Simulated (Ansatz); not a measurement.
GaP (F-43m), two-dimensional strain map

Theory: DFT PBEsol, scalar-relativistic, plane waves, PAW (Ansatz 0.2.0). Settings: plane waves to 420 eV, k-mesh 8×8×8 (Γ-centred), Gaussian smearing 0.05 eV. No spin polarisation. Energies are free energies at this smearing, counted from the undisturbed cell; pressure is positive in compression.

The undisturbed cell (as given, not relaxed at this level; it stands at -0.6 GPa):

```
Ga P
1.0
     0.00000    2.72525    2.72525
     2.72525    0.00000    2.72525
     2.72525    2.72525    0.00000
Ga P
1 1
Direct
  0.00000 0.00000 0.00000
  0.75000 0.75000 0.75000
```

The cell is strained by p along both x and y and by q along z, fractional coordinates fixed. Points are written (p, q).

Energy above the undisturbed cell in meV/atom (a dash: not computed):

```csv
p \ q,-0.080,-0.040,0.000,0.040,0.080
-0.080,384.3,257.5,?,134.2,129.7
-0.040,156.1,78.4,?,?,49.5
0.000,50.8,10.9,0.0,15.8,55.8
0.040,39.8,28.7,40.6,74.1,127.1
0.080,99.8,110.0,138.6,184.5,?
```

Problem. Fill in the withheld energies.

Solution. (-0.080, 0.000): 175.4; (-0.040, 0.000): 36.8; (-0.040, 0.040): 28.2; (0.080, 0.080): 245.9.